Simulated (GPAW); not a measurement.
Crystal: NiO.

```
CELL_PARAMETERS angstrom
0.00000 2.08590 2.08590
2.08590 0.00000 2.08590
2.08590 2.08590 0.00000
ATOMIC_POSITIONS crystal
Ni 0.00000 0.00000 0.00000
O 0.50000 0.50000 0.50000
```

```yaml
Program: GPAW 26.7.0
Task: relaxation of cell and atoms
Functional: PBEsol
Dispersion: D4
Potentials_or_basis: PAW data sets generated in the run's folder for this functional
Cutoff: 800 eV
Basis: pw
k_mesh: 9 × 9 × 9
Occupations: fermi-dirac, width 0.05 eV
Spin: collinear spin, ferromagnetic start
Starting_moments: "[1.0, 0.0] μB"
```

At the start: pressure -7.0 GPa; volume 9.08 Å³/atom.

Problem. How do energy, volume and symmetry change on relaxing?

Solution. Over 4 steps the energy falls by 7.5 meV/atom and the volume is 8.77 Å³/atom (-3.4 %); space group Fm-3m (No. 225, to 0.05 Å); moment 1.06 μB per cell.

Step by step:
```csv
step,energy change (eV),largest force (eV/Å),pressure (GPa),volume (Å³)
1,0.0000,0.0000,-7.01,18.15
2,-0.0065,0.0000,-5.64,18.00
3,-0.0144,0.0000,1.67,17.41
4,-0.0151,0.0000,-0.12,17.54
```

Final structure:
```
Ni O
1.0
     0.00002    2.06208    2.06208
     2.06208    0.00002    2.06208
     2.06208    2.06208    0.00002
Ni O
1 1
Direct
  0.00000 0.00000 0.00000
  0.50000 0.50000 0.50000
```

Caveat: each step starts from the last one's moments, so a moment once lost doesn't come back; the stock nickel data set gives pressures a few GPa off other programs; later steps reuse the first step's grids; a cell with one magnetic atom can't hold antiferromagnetic order, which such compounds often take; pairwise dispersion overbinds metals, which lowers pressure and volume.
